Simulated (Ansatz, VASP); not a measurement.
## SiC4: VASP beside Ansatz

Contents of INCAR:

```
  ALGO = Normal
  EDIFF = 1E-7
  EDIFFG = -0.04
  ENCUT = 600
  GGA = PE
  IBRION = 2
  ISIF = 3
  ISMEAR = 0
  LASPH = T
  LCHARG = F
  LREAL = F
  LWAVE = F
  NELM = 60
  NSW = 90
  PREC = Accurate
  SIGMA = 0.1
```

File KPOINTS:

```
k-points
0
Gamma
  6 6 4
```

Contents of POSCAR:

```
SiC4
1.0
    3.5109618536      0.0000000000      0.0000000000
    0.0000000000      3.5109618536      0.0000000000
    0.0000000000      0.0000000000      5.0595545028
Si C
1 4
Direct
    0.0000000000      0.0000000000      0.5937581261
    0.0000000000      0.2980551293      0.9638104685
    0.7019448707      0.0000000000      0.9638104685
    0.0000000000      0.7019448707      0.9638104685
    0.2980551293      0.0000000000      0.9638104685
```

Input for Ansatz:

```yaml
crystal:
  lattice:
    - [3.5109618536, 0.0, 0.0]
    - [0.0, 3.5109618536, 0.0]
    - [0.0, 0.0, 5.0595545028]
  atoms:
    - { symbol: Si, position: [0.0, 0.0, 0.5937581261] }
    - { symbol: C, position: [0.0, 0.2980551293, 0.9638104685] }
    - { symbol: C, position: [0.7019448707, 0.0, 0.9638104685] }
    - { symbol: C, position: [0.0, 0.7019448707, 0.9638104685] }
    - { symbol: C, position: [0.2980551293, 0.0, 0.9638104685] }
basis:
  ecutwfc: 420
kpoints:
  mp_grid: { grid: [6, 6, 4] }
hamiltonian:
  xc: pbe
scf:
  occupations: { method: gaussian, width: 0.1 }
  lower_state_search: "off"
output:
  forces: true
  stress: true
  eigenvalues: true
relax:
  adjacent_minimum: "off"
  f_tol: 0.04
  max_steps: 70
  cell: { stress_tol: 0.4 }
```

Change from the starting cell: species swapped into the TaTe4 type (P4cc, No. 103).

Alike in both runs: task relaxation of cell and atoms; functional PBE; k mesh 6 × 6 × 4; occupations gaussian, width 0.1 eV; no spin polarisation.

|  | VASP | Ansatz |
| --- | --- | --- |
| version | VASP 6.6.1 | Ansatz 0.2.0 |
| potentials or method | VASP PAW PBE potentials, release 64 (Si, C) | scalar-relativistic, plane waves, PAW |
| plane-wave cutoff (eV) | 600 | 420 |
| valence electrons in the cell | 20 | 20 |

Ansatz gave:

| Item | Value |
| --- | --- |
| gap on the k mesh at the Fermi level, each at its own relaxed structure (eV) | none |
| relaxed volume (Å³/atom) | 13.17 |
| relaxed cell length with the largest relative difference (Å) | 5.254 |
| energy change over the relaxation (meV/atom) | -9 |

Which values does VASP return?

gap on the k mesh at the Fermi level, each at its own relaxed structure (eV): none; relaxed volume (Å³/atom): 13.43; relaxed cell length with the largest relative difference (Å): 5.357; energy change over the relaxation (meV/atom): -8.

A gap of «none» marks a metal or a gap that the smearing closes.

Caveats: this functional lacks dispersion, which binds the layers, so the pressure and a relaxed spacing across them are unreliable.
